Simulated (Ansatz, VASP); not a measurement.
Two plane-wave programs on Mo

```
Mo
1.0
    -1.57100    1.57100    1.57100
     1.57100   -1.57100    1.57100
     1.57100    1.57100   -1.57100
Mo
1
Direct
  0.00000 0.00000 0.00000
```

Alike in both runs: task single point; functional r2SCAN; k mesh 22 × 22 × 22; occupations gaussian, width 0.15 eV; no spin polarisation.

```csv
,VASP,Ansatz
version,VASP 6.6.1,Ansatz 0.2.0
potentials or method,"VASP PAW PBE potentials, release 64 (Mo_sv)","scalar-relativistic, plane waves, PAW"
plane-wave cutoff (eV),520,500
valence electrons in the cell,14,14
```

```tsv
	VASP	Ansatz	Ansatz less VASP
gap on the k mesh at the Fermi level (eV)	none	none	-
pressure (GPa)	3.5	2.3	-1.18
```

A gap of «none» marks a metal or a gap that the smearing closes. With one functional, cell and mesh, what is left measures potentials, basis and numerics.

Caveats: the PAW data sets were made with another functional, which shifts forces and pressure a little (VASP).
